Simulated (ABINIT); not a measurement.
Write the native input for ABINIT 10.8.3 (patched build) that does the following.

```
Task                                            : equation of state
Functional                                      : BLYP
Potentials or basis                             : JTH PAW PBE v2.0 sp
Cutoff                                          : 408 eV
k mesh                                          : 9 × 9 × 9
Occupations                                     : fermi-dirac, width 0.05 eV
Spin                                            : no spin polarisation
Fine-grid cutoff                                : 816.342 eV
Exchange and correlation inside the PAW spheres : full angular mesh (pawxcdev 0, this build's default; the released program takes 1)
```

Crystal: Pb.

```
Pb
1.0
     0.00000    2.47502    2.47502
     2.47502    0.00000    2.47502
     2.47502    2.47502    0.00000
Pb
1
Direct
  0.00000 0.00000 0.00000
```

One way to write it, as run:

run.abi

```
# Datasets: one volume each
ndtset 7
getwfk -1
scalecart1 3*0.9795861087
scalecart2 3*0.9864848297
scalecart3 3*0.9932883884
scalecart4 3*1.0000000000
scalecart5 3*1.0066227096
scalecart6 3*1.0131594038
scalecart7 3*1.0196128224

# Pseudopotentials
pp_dirpath "./"
pseudos "Pb.GGA_PBE-JTH_sp.xml"

# Structure
acell 3.5002068511 3.5002068511 3.5002068511 Angstrom
rprim
     0.0000000000     0.7071067812     0.7071067812
     0.7071067812     0.0000000000     0.7071067812
     0.7071067812     0.7071067812     0.0000000000
ntypat 1
znucl 82
natom 1
typat 1
xred
     0.0000000000     0.0000000000     0.0000000000

# Plane-wave basis
ecut 15.0
pawecutdg 30.0

# k points
kptopt 1
ngkpt 9 9 9
nshiftk 1
shiftk 0.0 0.0 0.0

# Exchange and correlation
ixc -106131

# Bands and occupations
nband 6
occopt 3
tsmear 0.05 eV

# SCF cycle
nstep 100
tolvrs 1.0e-9

# Output
iomode 3
prtwf 1
prtden 0
prteig 0
prtebands 0
```

Potentials or basis: JTH PAW PBE v2.0 sp.

Launch:

```sh
$ abinit run.abi > log 2>&1
```

It gave:

```yaml
Equilibrium_volume: "34.83 Å³/atom (rough: see the caveat)"
Bulk_modulus: 30 GPa (rough)
```

Caveat: pressures at fixed basis lie under the slope of the energies; the minimum lies outside the volumes run; the PAW data sets were made with another functional, which shifts forces and pressure a little; this set keeps more shells in the core, which shifts pressures and gaps.

Wall time 32 s on 1 thread of Arm Neoverse V1 (shared host), peak memory 0.12 GiB.
